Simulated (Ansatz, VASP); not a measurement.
One calculation of Cu, two programs

```
Cu
1.0
     4.20291    0.00000    0.00000
     0.00000    4.56824    0.00000
    -1.88523    0.00000    4.15598
Cu
6
Direct
  0.00000 0.00000 0.00000
  0.00000 0.50000 0.50000
  0.42500 0.36000 0.26500
  0.57500 0.86000 0.23500
  0.57500 0.64000 0.73500
  0.42500 0.14000 0.76500
```

Alike in both runs: task single point; functional PBE; k mesh 6 × 4 × 4; occupations gaussian, width 0.1 eV; no spin polarisation.

```csv
,VASP,Ansatz
version,VASP 6.6.1,Ansatz 0.2.0
potentials or method,"VASP PAW PBE potentials, release 64 (Cu)","scalar-relativistic, plane waves, PAW"
plane-wave cutoff (eV),520,420
valence electrons in the cell,66,114
```

```csv
,VASP,Ansatz,Ansatz less VASP
gap on the k mesh at the Fermi level (eV),none,none,-
pressure (GPa),10.1,9.7,-0.46
largest component of the traceless stress (GPa),8.27,8.35,+0.084
rms of the force components (eV/Å),0.510,0.504,-0.0055
```

Atom by atom the forces differ by 0.006 eV/Å (rms over components). A gap of «none» marks a metal or a gap that the smearing closes. The two sets of potentials don't hold the same shells in valence.

Caveats: the k mesh is coarse (spacing up to 0.38 Å⁻¹), so the values aren't converged; forces of over 1 eV/Å show positions far from the minimum, so gaps and moduli don't describe the material at rest.
